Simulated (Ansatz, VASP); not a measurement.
# CdS in VASP and in Ansatz

INCAR

```
ALGO = Normal
EDIFF = 1E-6
ENCUT = 520
GGA = PE
ISIF = 2
ISMEAR = -1
LASPH = True
LCHARG = False
LREAL = False
LWAVE = False
NBANDS = 16
NELM = 60
PREC = Accurate
SIGMA = 0.02
```

File KPOINTS:

```
k-points
0
Gamma
  7 7 7
```

POSCAR

```
CdS
1.0
    0.0000000000      2.9232015042      2.9232015042
    2.9232015042      0.0000000000      2.9232015042
    2.9232015042      2.9232015042      0.0000000000
Cd S
1 1
Direct
    0.0000000000      0.0000000000      0.0000000000
    0.7500000000      0.7500000000      0.7500000000
```

Input for Ansatz:

```yaml
crystal:
  lattice:
    - [0.0, 2.9232015042, 2.9232015042]
    - [2.9232015042, 0.0, 2.9232015042]
    - [2.9232015042, 2.9232015042, 0.0]
  atoms:
    - { symbol: Cd, position: [0.0, 0.0, 0.0] }
    - { symbol: S, position: [0.75, 0.75, 0.75] }
kpoints:
  mp_grid: { grid: [7, 7, 7] }
scf:
  occupations: { method: fermi_dirac, width: 0.02 }
hamiltonian:
  xc: pbe
  pseudopotentials: { kind: all_electron, lapw: { basis_error: 0.0005 } }
output:
  forces: true
  stress: true
  eigenvalues: true
```

Change from the starting cell: volume scaled by 0.98.

Alike in both runs: task single point; functional PBE; k mesh 7 × 7 × 7; occupations fermi-dirac, width 0.02 eV; no spin polarisation.

```csv
,VASP,Ansatz
version,VASP 6.6.1,Ansatz 0.2.0
potentials or method,"VASP PAW PBE potentials, release 64 (Cd, S)","all-electron LAPW, scalar-relativistic"
plane-wave cutoff (eV),520,see its input
```

Ansatz gave:

```
gap on the k mesh at the Fermi level (eV) : 1.13
pressure (GPa)                            : 2.4
```

Q: Estimate VASP's values.

A: gap on the k mesh at the Fermi level (eV): 1.13; pressure (GPa): 2.7.

Ansatz ran all-electron here, so the differences hold the error of VASP's frozen core and of both bases.
